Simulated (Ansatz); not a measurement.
Nuclear-site quantities of Sc as the cell is scaled

```yaml
crystal:
  lattice:
    - [0.00000, 2.32685, 2.32685]
    - [2.32685, 0.00000, 2.32685]
    - [2.32685, 2.32685, 0.00000]
  atoms:
    - { symbol: Sc, position: [0.00000, 0.00000, 0.00000] }
```

The cell is the one relaxed in the Materials Project (mp-36), not relaxed further here; entries there can be hypothetical.

Spin polarisation is left out, and whether a magnetic state lies lower isn't shown here.

Computed with DFT, LDA, all-electron PAW with datasets made for the crystal, scalar-relativistic (Ansatz 0.2.0).

The runs use a Γ-centred 13×13×13 k mesh, Fermi–Dirac smearing of 0.08 eV, cutoff 220 eV (chosen by the program for this cell), no spin polarisation.

The contact density is the mean electron density over the nuclear volume; its changes follow the s electrons' response to bonding and compression. Changes below are taken from the unscaled cell, where it is 48284.2 e/Å³ at Sc.

```
V/V(cell)  P (GPa)  Δρ(0) Sc (e/Å³)
   0.9405     -2.9                ?
   1.0000     -5.6             0.00
   1.0600     -7.6                ?
```

(1) What belongs in the row "1.0600", column "Δρ(0) Sc (e/Å³)"?

(2) Fill in "Δρ(0) Sc (e/Å³)" for the row "0.9405".

The datasets are made afresh for each cell, so very small changes are uncertain.

Answers

(1) -0.53.

(2) 0.63.
